**Q:** I compressed MoS₂ in steps and expected its band gap to move one way. Instead it rises, peaks and comes down again. What turns it round?

MoS₂ (space group R3m, 9-atom cell, unstrained a = 3.185 Å, c = 22.315 Å), calculated with Ansatz 0.2.0 using scalar-relativistic PBE without spin polarisation, plane-wave PAW, a 420 eV cutoff and a 12×12×2 k mesh. All cell vectors are scaled equally and held while the atoms relax. Energy changes are relative to the unstrained crystal. In tension the band gaps are those on the k mesh. In compression the listed gaps are 0.002 to 0.004 eV smaller than the mesh gaps, which are 1.602, 1.672 and 1.642 eV at −3, −2 and −1 %; the difference is too small to affect the argument.

| strain (%) | energy change (meV/atom) | a change (%) | band gap (eV) |
| --- | --- | --- | --- |
| -3 | 28.9 | -3.00 | 1.598 |
| -2 | 12.6 | -2.00 | 1.669 |
| -1 | 3.1 | -1.00 | 1.640 |
| 1 | 3.0 | 1.00 | 1.242 |
| 2 | 11.7 | 2.00 | 1.044 |

**A:** Start with the unstrained crystal, which was calculated at the same level and has a gap of 1.45 eV. One per cent of compression raises the gap by 0.19 eV. The second per cent adds only 0.03 eV, and the third takes 0.07 eV away. Any explanation has to account for this sequence of steep rise, near standstill and fall.

**Q:** Couldn't it simply be a curved response? Bonds don't react to strain in a perfectly linear way, so I would put a parabola through the points.

**A:** That would mean that the same two electronic states bound the gap throughout, and that their separation bends over. A parabola fitted to all five rows does have the right shape. It misses the computed gaps by 0.03 eV on average (root mean square), and it puts the unstrained gap, which was not in the fit, 0.04 eV too high. Those misses make me suspicious, but a moderate misfit alone would not refute the idea.

**Q:** What would?

**A:** Looking at which states bound the gap. Electrons in a crystal are sorted by wavevector, and three places matter here: the centre of the layer's hexagonal zone, its corner K, and a valley called Q about halfway between them. In tension and without strain, the highest filled state lies at the centre and the lowest empty one at K. At −1 and −2 % the lowest empty state is at Q, and at −3 % the highest filled state has moved to K as well. The parabola assumes one pair of states, but the calculation finds three different pairs.

**Q:** Before we follow that up, I have another suspect. The layers are pushed together, so their orbitals overlap more, the bands broaden and the gap closes. Isn't that how layered crystals behave under pressure?

**A:** It is a sound mechanism, and it makes two predictions that we can check. Overlap between layers acts strongly on the filled state at the zone centre, because that state has sulphur and molybdenum orbitals pointing out of the layer. Pushing the layers together should raise it, so the gap should shrink from the first step and the highest filled state should stay at the centre. In the calculation the gap first grows, and at −3 % the centre loses its place to K. Whatever the contact between layers contributes, something stronger acts against it on the filled side.

**Q:** And on the empty side?

**A:** There I can't clear your suspect completely. Contact between layers can also lower the Q valley, and Q does come down relative to K under compression. The strain changes the layer spacing and the in-plane lattice together, so these rows can't divide the credit. A run that changed only the spacing would do it. Moreover, PBE without a dispersion correction leaves the layers much too far apart, so our verdict holds for loosely stacked layers. In the real crystal, closer contact should raise the filled state at the centre and lower Q even before any strain, so the peak may lie elsewhere or be missing.

**Q:** Then let's return to the changing states. Why should they change places at all?

**A:** Because they are built from different orbitals. At K the highest filled state consists mainly of molybdenum d orbitals lying in the plane, while its counterpart at the centre points out of the plane. The empty states differ too: the one at K is mostly a molybdenum d orbital pointing out of the plane, whereas Q has a larger share of in-plane d orbitals and some sulphur p. Stretching or squeezing the layer changes the overlaps of these orbitals differently, so each energy shifts at its own rate, which is called its deformation potential. This is the standard argument for why the rates differ; their signs and sizes I take from the calculation. The gap always runs from the highest filled to the lowest empty state, so its slope changes whenever a new state takes the lead.

**Q:** Can you get those rates from the numbers we have?

**A:** Yes, with the help of the smallest direct gap, the one between states of equal wavevector. I take it to lie at K, as is usual for MoS₂; the calculation gives its size but not its place. In tension the lowest empty state is at K too. The direct gap minus the band gap is then the height of the filled state at the centre above the one at K:

$$L = E_{\text{direct}} - E_{\text{gap}}$$

At +1 % this lead is $L = 1.566 - 1.242 = 0.324$ eV.

**Q:** And at +2 % it is $1.467 - 1.044 = 0.423$ eV. So the lead grows by about 0.099 eV per per cent of stretching?

**A:** Right, and it should shrink at that rate when we go the other way. A straight line through your two values reaches zero at

$$1 - \frac{0.324}{0.099} \approx -2.3\ \%.$$

Beyond that compression, K should hold the highest filled state.

**Q:** Which is what happens between −2 and −3 %! But did the line already know about the compressed rows?

**A:** No, it was drawn from the two stretched rows alone, so the place of the switch is a real test. The unstrained crystal gives a second one: the line predicts a lead of 0.225 eV there, and the calculation gives 0.222 eV. Both tests support the picture of levels that move almost linearly and cross.

**Q:** How does the Q valley enter?

**A:** In the compressed rows, the part of the difference between direct gap and band gap that the lead doesn't explain is the depth of Q below K. A line through these three depths grows by 0.21 eV for each per cent of compression and starts from zero near −0.9 %. These rows were used to draw the line, so their good agreement is no separate test. The complete model reproduces the five gaps to about 0.01 eV, but it takes the direct gaps as input and has four constants of its own. Its strength lies in the positions of the states more than in that small error.

**Q:** At −1 % the lowest empty state is already at Q, yet I see no break in the gap there.

**A:** A crossing changes the slope of the gap, but it doesn't make the gap jump, because the two levels are equal where they cross. At −1 % Q lies only about 0.02 eV below K, so the gap has hardly noticed the change. By −3 % the depth has grown to about 0.44 eV, and there the difference is plain. The wavevector mesh may also miss the exact bottom of the Q valley, so a finer mesh could give somewhat smaller gaps under compression and shift the first crossing.

**Q:** So can I now read the whole curve as a contest between rates?

**A:** Yes, and it has three stretches. Down to about −0.9 %, squeezing widens the direct gap at K and also lowers the filled state at the centre relative to K. The two effects are of similar size and add up, which explains the steep rise. After that the sinking Q valley takes back nearly all of this gain, and the gap almost stands still. Once K holds the highest filled state, the gain from the centre is gone, Q sinks below K faster than the direct gap opens, and the gap falls.

**Q:** Then the peak marks the change of the filled state, not of the empty one?

**A:** In the model it does, but rows one per cent apart can't pin down the peak, and its exact strain deserves some caution for another reason too. Spin–orbit coupling, which was left out, splits the filled state at K by roughly 0.15 eV, a recalled value. If half of that pushes the upper level up, K catches the centre about 0.8 percentage points earlier, near −1.5 %. The peak would then move to a smaller compression, while the order of events should survive unless Q shifts a good deal as well.

**Q:** A colleague in process engineering wants to use this curve for a crystal in a pressure cell. May she?

**A:** Not directly, because equal strain in all directions is not equal pressure in a layered crystal. At −3 % the stress in the plane is 7.7 GPa, while across the layers it is only about 0.15 GPa. That small value is uncertain, because the runs warn of a loose threshold for stress, and the missing dispersion correction makes the stacking too soft, but the large contrast is clear. A pressure cell would squeeze the soft direction much more and bring the layers into closer contact, the very effect that these rows test poorly. The curve is closer to that of a film squeezed or stretched in its plane, though a squeezed film may buckle, which these runs can't show because the relaxations keep the crystal's starting symmetry. Even there she should take over the reasoning rather than the numbers. PBE tends to make gaps too small, while the wide stacking should make them larger, and the strains at which the states change places depend on the stacking too.

**Q:** And if she has a related semiconductor with several valleys?

**A:** She should first find out which filled and empty states compete, how far apart they are without strain, and how fast that distance changes. Distance divided by rate gives the strain at which the lead changes hands, as in our estimate. If there are several such crossings, a straight line drawn from one side can be trusted at most up to the first. Here the line through the two stretched rows, continued to −3 %, promises a gap of 2.03 eV, where the calculation finds 1.60 eV. The output below gives the model and this line for each row.

Numerical output:

```
Band edges in eV:
  row  direct gap  centre above K  Q below K  model gap  tension line
   -3       2.039        -0.07062     0.4353      1.604         2.034
   -2       1.911         0.02806     0.2254      1.657         1.836
   -1       1.788          0.1267    0.01559      1.646         1.638
    1       1.566          0.3241    -0.4041      1.242         1.242
    2       1.467          0.4228    -0.6139      1.044         1.044
fit of band_gap on 5 rows: constant 1.495 +/- 0.037, coefficient of strain -0.1599 +/- 0.014, coefficient of strain**2 -0.03999 +/- 0.0091; rms 0.0309, worst 1 0.0528, leave-one-out rms 0.101
Parabola at zero strain less computed gap (eV): 0.04298
Tension line at zero strain less computed gap (eV): -0.01166
Gap change from +1 to +2 % (eV per %): -0.198
Direct gap change from +1 to +2 % (eV per %): -0.09932
Rise of zone-centre valence edge over K (eV per %): 0.09868
Valence lead at zero strain from the line (eV): 0.2254
Valence lead at zero strain as computed (eV): 0.2218
Strain where K becomes the valence top (%): -2.284
Strain where Q becomes the conduction bottom (%): -0.9257
Largest miss of the edge model (eV): 0.01198
Gap at -1 % less unstrained gap (eV): 0.1883
Gap at -3 % less gap at -2 % (eV): -0.071
Rough shift of valence switch by spin-orbit splitting of 0.15 eV (%): 0.7601
Smallest in-plane share of the elastic work: 0.9904
Smallest energy over strain squared (meV/atom per % squared): 2.925
Largest energy over strain squared (meV/atom per % squared): 3.211
```
